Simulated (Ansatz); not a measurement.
# Moving the dispersion correction in PtAl

The cell as given:

The structure is cubic, space group Pm-3m (No. 221). Conventional cell: a = 3.092 Å, b = 3.092 Å, c = 3.092 Å, α = 90.00°, β = 90.00°, γ = 90.00°. Pt (site symmetry m-3m) has 8 Al at 2.68 Å as nearest neighbours. Al (site symmetry m-3m) is surrounded by 8 Pt at 2.68 Å.

Measurements of this composition are mostly on another form, of space group No. 198.

Kept alike: task relaxation of cell and atoms; functional PBEsol; k mesh 9 × 9 × 9; occupations fermi-dirac, width 0.05 eV; no spin polarisation. Program: Ansatz, Ansatz PAW, cutoff 420 eV. The mesh is that of the run's cell of 2 atoms. No spin-orbit coupling.

| dispersion correction | volume (Å³/atom) |
| --- | --- |
| D3(BJ) | 13.900 |
| D3(BJ)-ATM | 13.999 |
| D4 | 14.095 |
| none | 14.330 |

The relaxations keep at least the cell's symmetry (Pm-3m). For a metal such a mesh leaves the last digits unconverged. Relaxations stop with a little pressure left, so the last digits of a volume or edge aren't settled. All rows use potentials made for PBE.

What does the dispersion correction change here?

The volume runs from 13.900 (D3(BJ)) to 14.330 Å³/atom (none). Against no correction: D3(BJ) -3.0 %; D3(BJ)-ATM -2.3 %; D4 -1.6 %. Dispersion terms mostly attract and so lower the volume; the schemes' coefficients and damping set how far.

All three corrections contract PtAl, but by unequal amounts. Cohesion here comes mainly from Pt d states mixing with Al s and p states, together with metallic bonding and some charge transfer towards the more electronegative Pt. Dispersion is therefore a secondary attraction acting on an already stiff framework. Adding the three-body term to D3(BJ) raises the volume from 13.900 to 13.999 Å³/atom, as expected in a compact lattice, where many atom triplets form acute triangles and contribute repulsion. The still weaker contraction with D4 may reflect its charge-dependent coefficients, since an Al atom that has lost electron density is less polarisable.

Conduction electrons screen the fluctuating dipoles that atom-based schemes treat as largely local, and PBEsol already describes the equilibrium density of many solids well. Part of the contraction is thus probably overbinding rather than recovered physics. The volumes alone don't establish which treatment is most accurate, nor whether dispersion would shift the energy balance between this structure and competing PtAl polymorphs.
